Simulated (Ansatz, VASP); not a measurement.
Sn3Te in VASP and in Ansatz

```xyz
4
Lattice="4.8960 0.0000 0.0000 0.0000 4.8960 0.0000 0.0000 0.0000 4.8960" Properties=species:S:1:pos:R:3 pbc="T T T"
Sn    2.4480    2.4480    0.0000
Sn    2.4480    0.0000    2.4480
Sn    0.0000    2.4480    2.4480
Te    0.0000    0.0000    0.0000
```

Alike in both runs: task single point; functional PBEsol; k mesh 10 × 10 × 10; occupations gaussian, width 0.1 eV; no spin polarisation.

|  | VASP | Ansatz |
| --- | --- | --- |
| version | VASP 6.6.1 | Ansatz 0.2.0 |
| potentials or method | VASP PAW PBE potentials, release 64 (Sn_d, Te) | scalar-relativistic, plane waves, PAW |
| plane-wave cutoff (eV) | 520 | 420 |
| valence electrons in the cell | 48 | 58 |

|  | VASP | Ansatz | Ansatz less VASP |
| --- | --- | --- | --- |
| gap on the k mesh at the Fermi level (eV) | none | none | - |
| pressure (GPa) | -3.2 | -3.1 | +0.05 |

A gap of «none» marks a metal or a gap that the smearing closes. The two sets of potentials don't hold the same shells in valence.

Caveats: the PAW data sets were made with another functional, which shifts forces and pressure a little (VASP). The runs have no spin-orbit coupling, so splittings on Te are missing.
